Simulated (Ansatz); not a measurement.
## Two Ansatz runs on Bi

Structure: COD 8100521, as refined from experiment and not relaxed. The listed cell was then made from it by scaling, straining or moving an atom.

First run: DFT, PBE, PAW with Ansatz's default frozen-core files, scalar-relativistic (Ansatz 0.2.0).

Command: `ansatz run input.yaml --threads 1 --pin off --max-ram 2048MiB --backend cpu --events-out ev --progress --plain --runs-dir out` The run took 12 s on 1 thread of Arm Neoverse V2, with other jobs on the host, peak memory 0.48 GiB.

```yaml
crystal:
  lattice:
    - [3.3615871641, -3.0785765647, 0.0]
    - [3.3615871641, 3.0785765647, 0.0]
    - [-1.159710694, 0.0, 3.04651635]
  atoms:
    - { symbol: Bi, position: [0.2518, 0.2518, 0.149] }
    - { symbol: Bi, position: [0.7482, 0.7482, 0.851] }
kpoints:
  mp_grid: { grid: [8, 8, 11] }
scf:
  occupations: { method: fermi_dirac, width: 0.05 }
hamiltonian:
  xc: pbe
  pseudopotentials: { kind: paw }
output:
  forces: true
  stress: true
  eigenvalues: true
  efg: { contact_densities: true }
```

Result: converged; pressure 4.17 GPa; largest force 0.083 eV/Å; no gap on the k mesh; 7 SCF iterations.

No spin–orbit coupling, which matters for the heavy atoms here.

The input is then changed:

```diff
@@ -19,3 +19,9 @@
   eigenvalues: true
   efg: { contact_densities: true }
+  write_density: true
+  write_potential: true
+  elf: true
+  volumetric_format: npy
+magnetization:
+  spin_polarized: true
```

(1) What does the second run give?

Results:

(1) It converged; pressure 4.17 GPa; largest force 0.083 eV/Å; moment 0.00 μB; 8 SCF iterations.
